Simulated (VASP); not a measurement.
The system is Ti.

```
Ti
1.0
     2.95000    0.00000    0.00000
    -1.47500    2.55477    0.00000
     0.00000    0.00000    4.68000
Ti
2
Direct
  0.33333 0.66667 0.25000
  0.66667 0.33333 0.75000
```

- Program: VASP 6.6.1
- Task: relaxation of cell and atoms
- Functional: PBE
- Potentials or basis: VASP PAW PBE potentials, release 64 (Ti_sv)
- Cutoff: 350 eV
- k mesh: 18 × 18 × 10
- Occupations: gaussian, width 0.1 eV
- Spin: no spin polarisation

At the start: pressure -2.5 GPa; volume 17.64 Å³/atom.

Problem. Where does the relaxation end?

Solution. Over 15 steps the energy falls by 3.3 meV/atom and the volume is 17.23 Å³/atom (-2.3 %); space group P6_3/mmc (No. 194, to 0.05 Å).

The path:
| step | energy change (eV) | largest force (eV/Å) | pressure (GPa) | volume (Å³) |
| --- | --- | --- | --- | --- |
| 1 | 0.0000 | 0.0000 | -2.54 | 35.27 |
| 2 | -0.0031 | 0.0000 | 1.91 | 33.86 |
| 3 | -0.0066 | 0.0000 | 0.06 | 34.45 |
| 4 | -0.0066 | 0.0000 | -0.04 | 34.47 |
| 5 | -0.0066 | 0.0000 | -0.07 | 34.47 |
| 6 | -0.0066 | 0.0000 | -0.07 | 34.47 |
| 7 | -0.0066 | 0.0000 | 0.01 | 34.44 |
| 8 | -0.0066 | 0.0000 | 0.01 | 34.45 |
| 9 | -0.0066 | 0.0000 | 0.02 | 34.45 |
| 10 | -0.0066 | 0.0000 | -0.02 | 34.46 |
| 11 | -0.0066 | 0.0000 | -0.03 | 34.46 |
| 12 | -0.0066 | 0.0000 | -0.02 | 34.46 |
| 13 | -0.0066 | 0.0000 | -0.02 | 34.46 |
| 14 | -0.0066 | 0.0000 | -0.03 | 34.46 |
| 15 | -0.0066 | 0.0000 | -0.01 | 34.45 |

Final structure:
```
Ti
1.0
     2.92900    0.00000    0.00000
    -1.46450    2.53659    0.00000
     0.00000    0.00000    4.63682
Ti
2
Cartesian
  0.0000 1.6911 1.1592
  1.4645 0.8455 3.4776
```
